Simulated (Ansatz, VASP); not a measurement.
**In: VASP beside Ansatz**

The input INCAR:

```
SYSTEM = In
PREC = Accurate
ENCUT = 520
EDIFF = 1E-6
ISMEAR = -1
SIGMA = 0.1
LREAL = .False.
LASPH = .True.
NELM = 60
ALGO = Normal
ISIF = 2
LWAVE = .False.
LCHARG = .False.
GGA = RP
NBANDS = 12
```

KPOINTS

```
Automatic mesh
0
Gamma
  13 13 13
  0 0 0
```

Contents of POSCAR:

```
In
1.0
    0.0000000000      2.4954954613      2.4954954613
    2.4954954613      0.0000000000      2.4954954613
    2.4954954613      2.4954954613      0.0000000000
In
1
Direct
    0.0000000000      0.0000000000      0.0000000000
```

Input for Ansatz:

```yaml
crystal:
  lattice:
    - [0.0, 2.4954954613, 2.4954954613]
    - [2.4954954613, 0.0, 2.4954954613]
    - [2.4954954613, 2.4954954613, 0.0]
  atoms:
    - { symbol: In, position: [0.0, 0.0, 0.0] }
hamiltonian:
  xc: rpbe
  pseudopotentials:
    kind: paw
    azcp:
      In: "pseudopotentials/In.paw.azcp"
basis:
  ecutwfc: 420
  fft_grid_basis: typed
kpoints:
  mp_grid: { grid: [13, 13, 13], shift: [0, 0, 0] }
magnetization:
  spin_polarized: false
scf:
  occupations: { method: fermi_dirac, width: 0.1 }
  lower_state_search: "off"
output:
  stress: true
  write_density: true
  write_potential: true
  elf: true
  volumetric_format: npy
```

Alike in both runs: task single point; functional RPBE; k mesh 13 × 13 × 13; occupations fermi-dirac, width 0.1 eV; no spin polarisation.

```csv
,VASP,Ansatz
version,VASP 6.6.1,Ansatz 0.2.0
potentials or method,"VASP PAW PBE potentials, release 64 (In_d)","plane waves (420 eV) with PAW, scalar-relativistic"
plane-wave cutoff (eV),520,420
valence electrons in the cell,13,13
```

|  | VASP | Ansatz | Ansatz less VASP |
| --- | --- | --- | --- |
| pressure (GPa) | -1.9 | -1.9 | +0.04 |

The functional is the same, so the differences come from potentials, cutoffs and numerics.

Caveats: the PAW data sets were made with another functional, which shifts forces and pressure a little (VASP).
